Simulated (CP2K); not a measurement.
# Hf (P-1) in CP2K: settings compared

Aim: see how the results for Hf move with the level of theory and the settings. Levels: PBE, rev-vdW-DF2. Tasks: single point.

All numbers are computed with CP2K 2026.2; they aren't measurements. Logs are shortened: lines on timing, memory, paths and dates and some standing lists are left out, and cuts for length are marked.

## Step 1: Starting point

The typed cell holds 1 atom: a = 3.078 Å, b = 3.058 Å, c = 3.476 Å, α = 55.73°, β = 55.49°, γ = 61.24°.

This isn't the form of Hf at room conditions, which is hcp.

## Step 2: Single point, PBE

hf_scf.inp reads:

```
&GLOBAL
  PROJECT hf_scf
  RUN_TYPE ENERGY_FORCE
  PRINT_LEVEL LOW
&END GLOBAL
&FORCE_EVAL
  METHOD QS
  STRESS_TENSOR ANALYTICAL
  &DFT
    BASIS_SET_FILE_NAME BASIS_MOLOPT_UZH
    POTENTIAL_FILE_NAME POTENTIAL_UZH
    &MGRID
      CUTOFF 675
      REL_CUTOFF 60
      NGRIDS 4
    &END MGRID
    &QS
      METHOD GPW
      EPS_DEFAULT 1.0E-9
    &END QS
    &KPOINTS
      SCHEME MONKHORST-PACK 11 11 10
      GAMMA_CENTERED T
      SYMMETRY T
      SYMMETRY_BACKEND SPGLIB
    &END KPOINTS
    &SCF
      SCF_GUESS ATOMIC
      EPS_SCF 1.0E-6
      MAX_SCF 100
      ADDED_MOS 11
      CHOLESKY OFF
      EPS_EIGVAL 1.0E-7
      &DIAGONALIZATION ON
        ALGORITHM STANDARD
      &END DIAGONALIZATION
      &MIXING ON
        METHOD BROYDEN_MIXING
        ALPHA 0.4
        BETA 1.5
        NBUFFER 8
      &END MIXING
      &SMEAR ON
        METHOD FERMI_DIRAC
        ELECTRONIC_TEMPERATURE 580.23
      &END SMEAR
    &END SCF
    &XC
      &XC_FUNCTIONAL PBE
      &END XC_FUNCTIONAL
    &END XC
    &PRINT
      &KPOINTS ON
      &END KPOINTS
      &MULLIKEN ON
      &END MULLIKEN
      &MO ON
        ENERGIES T
        OCCUPATION_NUMBERS T
        &EACH
          QS_SCF 0
        &END EACH
        ADD_LAST NUMERIC
      &END MO
    &END PRINT
  &END DFT
  &SUBSYS
    &CELL
      A 3.0782222070 0.0000000000 0.0000000000
      B 1.4714862640 2.6808722769 0.0000000000
      C 1.9696063664 1.1518380788 2.6224677355
      PERIODIC XYZ
    &END CELL
    &COORD
      Hf  0.0000000000 0.0000000000 0.0000000000
    &END COORD
    &KIND Hf
      BASIS_SET TZVP-MOLOPT-PBE-GTH-q12
      POTENTIAL GTH-PBE-q12
    &END KIND
    &PRINT
      &ATOMIC_COORDINATES ON
      &END ATOMIC_COORDINATES
      &CELL ON
      &END CELL
    &END PRINT
  &END SUBSYS
  &PRINT
    &FORCES ON
    &END FORCES
    &STRESS_TENSOR ON
    &END STRESS_TENSOR
  &END PRINT
&END FORCE_EVAL
```

Potentials or basis: POTENTIAL_UZH Hf GTH-PBE-q12; TZVP-MOLOPT-PBE-GTH basis.

Command:

```bash
$ OMP_NUM_THREADS=1 cp2k.psmp -i hf_scf.inp -o hf_scf.out
```

hf_scf.out:

```text

 CP2K| version string:                                       CP2K version 2026.2
 CP2K| Input file name                                                hf_scf.inp

 GLOBAL| Force Environment number                                              1
 GLOBAL| Basis set file name                                    BASIS_MOLOPT_UZH
 GLOBAL| Potential file name                                       POTENTIAL_UZH
 GLOBAL| MM Potential file name                                     MM_POTENTIAL
 GLOBAL| Coordinate file name                                      __STD_INPUT__
 GLOBAL| Method name                                                        CP2K
 GLOBAL| Project name                                                     hf_scf
 GLOBAL| Run type                                                   ENERGY_FORCE
 GLOBAL| FFT library                                                       FFTW3
 GLOBAL| Diagonalization library                                       ScaLAPACK
 GLOBAL| Cholesky decomposition library                                ScaLAPACK
 GLOBAL| DGEMM library                                                      BLAS
 GLOBAL| Direct generalized diagonalization requested                          F
 GLOBAL| Matrix multiplication library                                 ScaLAPACK
 GLOBAL| Global print level                                                  LOW
 GLOBAL| Total number of message passing processes                             1
 GLOBAL| Number of threads for this process                                    1
 GLOBAL| CPU model name                                                  UNKNOWN

 CELL| Volume [angstrom^3]:                                            21.641444
 CELL| Vector a [angstrom]:       3.078     0.000     0.000   |a| =     3.078222
 CELL| Vector b [angstrom]:       1.471     2.681     0.000   |b| =     3.058161
 CELL| Vector c [angstrom]:       1.970     1.152     2.622   |c| =     3.476121
 CELL| Angle (b,c), alpha [degree]:                                    55.728736
 CELL| Angle (a,c), beta  [degree]:                                    55.485804
 CELL| Angle (a,b), gamma [degree]:                                    61.238348
 CELL| Numerically orthorhombic:                                              NO
 CELL| Periodicity                                                           XYZ

 CELL_REF| Volume [angstrom^3]:                                        21.641444
 CELL_REF| Vector a [angstrom     3.078     0.000     0.000   |a| =     3.078222
 CELL_REF| Vector b [angstrom     1.471     2.681     0.000   |b| =     3.058161
 CELL_REF| Vector c [angstrom     1.970     1.152     2.622   |c| =     3.476121
 CELL_REF| Angle (b,c), alpha [degree]:                                55.728736
 CELL_REF| Angle (a,c), beta  [degree]:                                55.485804
 CELL_REF| Angle (a,b), gamma [degree]:                                61.238348
 CELL_REF| Numerically orthorhombic:                                          NO
 CELL_REF| Periodicity                                                       XYZ

 GENERATE|  Preliminary Number of Bonds generated:                             0
 GENERATE|  Achieved consistency in connectivity generation.

 *******************************************************************************
 *******************************************************************************
 **            Copyright (C) by CP2K developers group (2000-2026)             **
 *******************************************************************************

 TOTAL NUMBERS AND MAXIMUM NUMBERS

  Total number of            - Atomic kinds:                                   1
                             - Atoms:                                          1
                             - Shell sets:                                     1
                             - Shells:                                        11
                             - Primitive Cartesian functions:                  5
                             - Cartesian basis functions:                     41
                             - Spherical basis functions:                     35

  Maximum angular momentum of- Orbital basis functions:                        3
                             - Local part of the GTH pseudopotential:          2
                             - Non-local part of the GTH pseudopotential:      4

 MODULE QUICKSTEP: ATOMIC COORDINATES IN ANGSTROM

   Atom Kind Element         X             Y             Z       Z(eff)     Mass
      1    1 Hf   72      0.000000      0.000000      0.000000  12.0000 178.4900

 SCF PARAMETERS         Density guess:                                    ATOMIC
                        --------------------------------------------------------
                        max_scf:                                             100
                        max_scf_history:                                       0
                        max_diis:                                              4
                        --------------------------------------------------------
                        eps_scf:                                        1.00E-06
                        eps_scf_history:                                0.00E+00
                        eps_diis:                                       1.00E-01
                        eps_eigval:                                     1.00E-07
                        --------------------------------------------------------
                        level_shift [a.u.]:                             0.000000
                        added MOs                                        11    0
                        --------------------------------------------------------
                        Mixing method:                            BROYDEN_MIXING
                                                charge density mixing in g-space
                        --------------------------------------------------------
                        Smear method:                                FERMI_DIRAC
                        Electronic temperature [K]:                        580.2
                        Electronic temperature [a.u.]:                  1.84E-03
                        Accuracy threshold:                             1.00E-10
                        --------------------------------------------------------
                        No outer SCF

 *******************************************************************************
                                    Kpoints
 *******************************************************************************
 BRILLOUIN| K-point scheme                                        Monkhorst-Pack
 BRILLOUIN| K-Point grid                                            11   11   10
 BRILLOUIN| Gamma-centered k-point mesh                                     ON
 BRILLOUIN| K-point symmetry accuracy                               0.100000E-05
 BRILLOUIN| K-Point point group symmetrization                                ON
 BRILLOUIN| Symmetry backend                                             SPGLIB
 BRILLOUIN| Symmetry reduction method                                    SPGLIB
 BRILLOUIN| Wavefunction type                                            COMPLEX
 BRILLOUIN| List of Kpoints [2 Pi/Bohr]                                      606
 BRILLOUIN| Number           Weight            X              Y              Z
 BRILLOUIN|     1           0.00165       -0.45455       -0.45455       -0.40000
 BRILLOUIN|     2           0.00165       -0.45455       -0.45455       -0.30000
 BRILLOUIN|     3           0.00165       -0.45455       -0.45455       -0.20000
 BRILLOUIN|     4           0.00165       -0.45455       -0.45455       -0.10000
 BRILLOUIN|     5           0.00165       -0.45455       -0.45455        0.00000
 BRILLOUIN|     6           0.00165       -0.45455       -0.45455        0.10000
[... 32 lines left out ...]
 BRILLOUIN|    39           0.00165       -0.45455       -0.18182        0.40000
 BRILLOUIN|    40           0.00165       -0.45455       -0.18182        0.50000
 [... further k-points ...]
 *******************************************************************************

 Extrapolation method: initial_guess

 Number of electrons:                                                         12
 Number of occupied orbitals:                                                  6
 Number of molecular orbitals:                                                17

 Number of orbital functions:                                                 35
 Number of independent orbital functions:                                     35

 SCF WAVEFUNCTION OPTIMIZATION

  Step     Update method      Time    Convergence         Total energy    Change
  ------------------------------------------------------------------------------
     1 NoMix/Diag. 0.40E+00    8.9     1.17779022       -49.6568345962 -4.97E+01
     2 Broy./Diag. 0.40E+00    7.4     0.05079786       -49.5733300141  8.35E-02
     3 Broy./Diag. 0.40E+00    7.4     0.15961435       -49.3915566310  1.82E-01
     4 Broy./Diag. 0.40E+00    7.4     0.00316781       -49.2838188695  1.08E-01
     5 Broy./Diag. 0.40E+00    7.3     0.00230160       -49.2857768802 -1.96E-03
     6 Broy./Diag. 0.40E+00    7.4     0.00020463       -49.2853800333  3.97E-04
     7 Broy./Diag. 0.40E+00    7.3     0.00022511       -49.2855324550 -1.52E-04
     8 Broy./Diag. 0.40E+00    7.3     0.00004414       -49.2853770065  1.55E-04
     9 Broy./Diag. 0.40E+00    7.4     0.00001014       -49.2853493866  2.76E-05
    10 Broy./Diag. 0.40E+00    7.3     0.00000327       -49.2853386152  1.08E-05
    11 Broy./Diag. 0.40E+00    7.3     0.00000021       -49.2853381725  4.43E-07

  *** SCF run converged in    11 steps ***

  Electronic density on regular grids:        -11.9999999935        0.0000000065
  Core density on regular grids:               11.9999999857       -0.0000000143
  Total charge density on r-space grids:       -0.0000000078
  Total charge density g-space grids:          -0.0000000078

  Overlap energy of the core charge distribution:               0.00000000002835
  Self energy of the core charge distribution:                -72.40344086299169
  Core Hamiltonian energy:                                     15.32856769874514
  Hartree energy:                                              13.87149225144309
  Exchange-correlation energy:                                 -6.08148595037511
  Electronic entropic energy:                                  -0.00047130941025
  Fermi energy:                                                 0.38824089978894

  Total energy:                                               -49.28533817252142
  Total energy (extrapolated to T->0):                        -49.28510251781630

 MO| EIGENVALUES AND OCCUPATION NUMBERS FOR K POINT 1
 MO|
 MO|  Index      Eigenvalue [a.u.]        Eigenvalue [eV]             Occupation
 MO|      1              -1.841141             -50.099998               2.000000
 MO|      2              -0.739568             -20.124672               2.000000
 MO|      3              -0.712637             -19.391851               2.000000
 MO|      4              -0.707910             -19.263216               2.000000
 MO|      5               0.253642               6.901940               2.000000
 MO|      6               0.394334              10.730374               0.070051
[... 302 lines left out ...]
 MO|      6               0.326309               8.879314               2.000000
[... 9 lines left out ...]
 MO|     16               1.326777              36.103441               0.000000
 MO|     17               1.496211              40.713977               0.000000
 MO| Sum:                                                              12.000000
 MO| E(Fermi):            0.388241 a.u.         10.564572 eV

 [... the levels of further k-points ...]

 !-----------------------------------------------------------------------------!
                     Mulliken Population Analysis

 #  Atom  Element  Kind  Atomic population                           Net charge
       1     Hf       1         12.000000                             -0.000000
 # Total charge                             12.000000                 -0.000000

 !-----------------------------------------------------------------------------!

 ENERGY| Total FORCE_EVAL ( QS ) energy [hartree]            -49.285338367109958

 FORCES| Atomic forces [hartree/bohr]
 FORCES|   Atom     x               y               z               |f|
 FORCES|      1 -1.37929691E-13  5.07017857E-13 -1.01544849E-12   1.14334043E-12
 FORCES| Sum    -1.37929691E-13  5.07017857E-13 -1.01544849E-12
 FORCES| Total atomic force                                       1.14334043E-12

 STRESS| Analytical stress tensor [bar]
 STRESS|                        x                   y                   z
 STRESS|      x        4.04531368707E+04  -6.12256821895E+03  -1.59845823412E+04
 STRESS|      y       -6.12256821895E+03   5.70562701582E+04  -8.82368018376E+03
 STRESS|      z       -1.59845823412E+04  -8.82368018376E+03   2.61523258647E+04
 STRESS| 1/3 Trace                                             4.12205776312E+04
 STRESS| Determinant                                           3.99270436102E+13

 STRESS| Eigenvectors and eigenvalues of the analytical stress tensor [bar]
 STRESS|                        1                   2                   3
 STRESS| Eigenvalues   1.31661594902E+04   5.08017288413E+04   5.96938445621E+04
 STRESS|      x           0.530120721370      0.832661412340     -0.160146786337
 STRESS|      y           0.237588471092      0.035436976584      0.970719289545
 STRESS|      z           0.813955612536     -0.552647440138     -0.179044876305
```

It took 93 s on 1 thread of Arm Neoverse V1, shared host; peak memory 0.35 GiB.

Results:

```yaml
Free_energy: -1341.1223 eV
Pressure: 4.1 GPa
Band_gap_on_the_k_mesh: none (metal or under the smearing width)
```

Caveat: the basis of atomic orbitals isn't converged, which shifts pressures, moduli and gaps. Spin-orbit coupling is left out, which matters for the levels of Hf.

## Step 3: Single point, rev-vdW-DF2

hf_scf.inp: that of step 2 with these lines changed.

```diff
@@ -48,4 +48,16 @@
     &XC
-      &XC_FUNCTIONAL PBE
+      &XC_FUNCTIONAL
+        &GGA_X_B86_R
+        &END GGA_X_B86_R
+        &LDA_C_PW
+        &END LDA_C_PW
       &END XC_FUNCTIONAL
+      &VDW_POTENTIAL
+        POTENTIAL_TYPE NON_LOCAL
+        &NON_LOCAL
+          TYPE LMKLL
+          KERNEL_FILE_NAME vdW_kernel_table.dat
+          CUTOFF 300
+        &END NON_LOCAL
+      &END VDW_POTENTIAL
     &END XC
```

Potentials or basis: POTENTIAL_UZH Hf GTH-PBE-q12; TZVP-MOLOPT-PBE-GTH basis.

Command:

```bash
$ OMP_NUM_THREADS=1 cp2k.psmp -i hf_scf.inp -o hf_scf.out
```

Run time: 96 s. Hardware: 1 thread of Arm Neoverse V1, shared host; peak memory 0.39 GiB.

The run converged. Its results:

```yaml
Free_energy: -1341.9173 eV
Pressure: 2.1 GPa
Band_gap_on_the_k_mesh: none (metal or under the smearing width)
```

Stress tensor (GPa, compression positive):
```
 2.05 -0.46 -1.45
-0.46  3.53 -0.79
-1.45 -0.79  0.65
```

Levels at points of the mesh, in eV from the Fermi level:
```csv
k point,band 4,band 5,band 6,band 7,band 8,band 9
"(0.00, 0.00, 0.00)",-29.73,-7.15,0.45,1.97,2.47,3.18
"(0.00, 0.00, 0.50)",-29.77,-3.71,0.47,1.09,2.08,5.04
```

Caveat: the potentials were made for another functional, which shifts forces and pressure; the basis of atomic orbitals isn't converged, which shifts pressures, moduli and gaps. The run has no spin-orbit coupling, so splittings on Hf are missing.
